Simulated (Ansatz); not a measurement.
# Be2C: the cost of one run

Program: Ansatz 0.2.0. Level of theory: DFT PBE, scalar-relativistic, plane waves, PAW. These are calculated values, not measurements.

## Step 1: Starting point

Symmetry: Fm-3m, No. 225, cubic system. The conventional cell has a = 4.328 Å, b = 4.328 Å, c = 4.328 Å, α = 90.00°, β = 90.00°, γ = 90.00°. Around Be (site symmetry -43m) lie 4 C at 1.87 Å. Around C (site symmetry m-3m) lie 8 Be at 1.87 Å.

Structure file:

```
CELL_PARAMETERS angstrom
0.00000 2.16424 2.16424
2.16424 0.00000 2.16424
2.16424 2.16424 0.00000
ATOMIC_POSITIONS crystal
Be 0.25000 0.25000 0.25000
Be 0.75000 0.75000 0.75000
C 0.00000 0.00000 0.00000
```

This cell was relaxed beforehand with the same method: volume 6.76 Å³/atom, gap on the mesh 1.17 eV.

## Step 2: Relaxing to 0.001 eV/Å

Response functions are second derivatives at a minimum, so forces and stress are first brought close to zero on the mesh and occupations that the response runs use.

The input, input.yaml:

```yaml
crystal:
  lattice:
    - [0.0, 2.1642401185, 2.1642401185]
    - [2.1642401185, 0.0, 2.1642401185]
    - [2.1642401185, 2.1642401185, 0.0]
  atoms:
    - { symbol: Be, position: [0.25, 0.25, 0.25] }
    - { symbol: Be, position: [0.75, 0.75, 0.75] }
    - { symbol: C, position: [0.0, 0.0, 0.0] }
basis:
  ecutwfc: 420
kpoints:
  mp_grid: { grid: [12, 12, 12] }
hamiltonian:
  xc: pbe
scf:
  occupations: { method: fixed }
output:
  forces: true
  stress: true
  eigenvalues: true
relax:
  adjacent_minimum: "off"
  f_tol: 0.001
  max_steps: 60
  cell: { stress_tol: 0.01 }
```

Launch:

```
> ansatz run input.yaml --threads 1 --pin off --max-ram 2560MiB --backend cpu --events-out ev --progress --plain --runs-dir out
```

**Question.** How long does this run take on 1 thread of an Arm CPU, shared host, and how much memory does it need?

About 1.9 s, with a peak of 0.27 GiB.
